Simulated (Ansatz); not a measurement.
What a change of settings does to a run on ZrSe$_{2}$

The structure comes from a relaxation in the same program, started in the CdI2 type. Whether it is a known phase or the ground state wasn't checked. The listed cell was then made from it by scaling, straining or moving an atom.

First run: DFT, PBE, PAW with Ansatz's default frozen-core files, scalar-relativistic (Ansatz 0.2.0).

Command: `ansatz run input.yaml --threads 1 --pin off --max-ram 4096MiB --backend cpu --events-out ev --progress --plain --runs-dir out` The run took 32 s on 1 thread of Intel(R) Xeon(R) Processor @ 2.50GHz (Skylake/Cascade Lake) (shared host), peak memory 0.53 GiB.

```yaml
crystal:
  lattice:
    - [3.771703615, 0.0, 0.0]
    - [-1.8858518075, 3.2663911461, 0.0]
    - [0.0, 0.0, 6.7471687863]
  atoms:
    - { symbol: Zr, position: [0.0, 0.0, 0.0] }
    - { symbol: Se, position: [0.3333333333, 0.6666666667, 0.2331909593] }
    - { symbol: Se, position: [0.6666666667, 0.3333333333, 0.7668090407] }
kpoints:
  mp_grid: { grid: [11, 11, 6] }
scf:
  occupations: { method: fermi_dirac, width: 0.08 }
hamiltonian:
  xc: pbe
  pseudopotentials: { kind: paw }
output:
  forces: true
  stress: true
  eigenvalues: true
  efg: { contact_densities: true }
  write_density: true
  write_potential: true
  elf: true
  volumetric_format: npy
```

Result: converged; pressure 1.50 GPa; largest force 0.220 eV/Å; gap on the k mesh 0.39 eV (the mesh can miss the band edges); 6 SCF iterations.

A second run of a changed input logged this at its end:

```
Error: inconsistent input (hamiltonian.hubbard.sites[].l, hamiltonian.hubbard.sites[].shell): the file of Se doesn't list 4f, and it can't be added: PBE doesn't bind the shell 4f of the free atom, whose level lies at +1.12 eV. Type an atom or ion with it (hamiltonian.pseudopotentials.projection_atoms), take another file or name another shell
```

Task: What was wrong with the input?

Result: A U on a shell that isn't there, by this change (others could give a like log):
```diff
@@ -12,7 +12,9 @@
 scf:
   occupations: { method: fermi_dirac, width: 0.08 }
+  max_iter: 50
 hamiltonian:
   xc: pbe
   pseudopotentials: { kind: paw }
+  hubbard: { sites: [{ species: Se, l: f, u_eff: 4.0 }] }
 output:
   forces: true
@@ -20,7 +22,3 @@
   eigenvalues: true
   efg: { contact_densities: true }
-  write_density: true
-  write_potential: true
-  elf: true
-  volumetric_format: npy
```
